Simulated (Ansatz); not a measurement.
# Rhenium, fcc under RPBE: from relaxation to bulk modulus

What does RPBE give for rhenium in the fcc structure? We relax it, solve it on a dense k-mesh, then scale the cell to 7 volumes from 88 to 112 % of the relaxed one and try a fit of the equation of state. Spin polarisation is left out. The k-meshes are 14×14×14 for the relaxation; 23×23×23 for the dense run; 15×15×15 for the volumes.

This is Re in the fcc structure; at room conditions it is hcp.

Program: Ansatz 0.2.0. Level of theory: DFT RPBE, plane waves (420 eV) with PAW, scalar-relativistic; PBE-made PAW files. These are calculated values, not measurements.

### Step 1. The system as given

Symmetry: Fm-3m, No. 225, cubic system. The conventional cell has a = 3.890 Å, b = 3.890 Å, c = 3.890 Å, α = 90.00°, β = 90.00°, γ = 90.00°. Around Re (site symmetry m-3m) lie 12 Re at 2.75 Å.

Coordinates:

```
Re
1.0
     0.00000    1.94491    1.94491
     1.94491    0.00000    1.94491
     1.94491    1.94491    0.00000
Re
1
Direct
  0.00000 0.00000 0.00000
```

### Step 2. Relaxation of the cell

input.yaml

```yaml
crystal:
  lattice:
    - [0.0, 1.9449117208, 1.9449117208]
    - [1.9449117208, 0.0, 1.9449117208]
    - [1.9449117208, 1.9449117208, 0.0]
  atoms:
    - { symbol: Re, position: [0.0, 0.0, 0.0] }
hamiltonian:
  xc: rpbe
  pseudopotentials:
    kind: paw
    azcp:
      Re: "pseudopotentials/Re.paw.azcp"
basis:
  ecutwfc: 420
  fft_grid_basis: typed
kpoints:
  mp_grid: { grid: [14, 14, 14], shift: [0, 0, 0] }
magnetization:
  spin_polarized: false
scf:
  occupations: { method: fermi_dirac, width: 0.1 }
relax:
  max_steps: 60
  f_tol: 0.01
  cell: {}
output:
  write_density: true
  write_potential: true
  elf: true
  volumetric_format: npy
```

The runs that follow: The energy on a finer k-mesh; Volume × 0.88; Volume × 0.92; Volume × 0.96; Volume × 1.0; Volume × 1.04; Volume × 1.08; Volume × 1.12.

Q: Predict the outcome of this session. Wanted: space group; conventional cell; volume; shortest distance; gap on the mesh; relative to hcp; highest ELF outside the cores; V₀, B₀, B₀′.

As calculated:

```
                      quantity                               value
space group (spins left aside)                     Fm-3m (No. 225)
             conventional cell                         a = 3.929 Å
                        volume                      15.167 Å³/atom
             shortest distance                             2.778 Å
               gap on the mesh        none (levels filled in part)
               relative to hcp                        +61 meV/atom
 highest ELF outside the cores  0.46, 1.70 Å from the nearest atom
                   V₀, B₀, B₀′        15.163 Å³/atom, 351 GPa, 4.5
```

From the guessed start the volume grew by 3.1 % in 5 steps. Against the reference form of rhenium (hcp, computed apart with the same settings) it stands 61 meV/atom higher. No gap shows: it is a metal or semimetal at this level. The fitted modulus is 351 GPa, among the stiffest elements. Relaxation kept the symmetry; phonons were not checked.
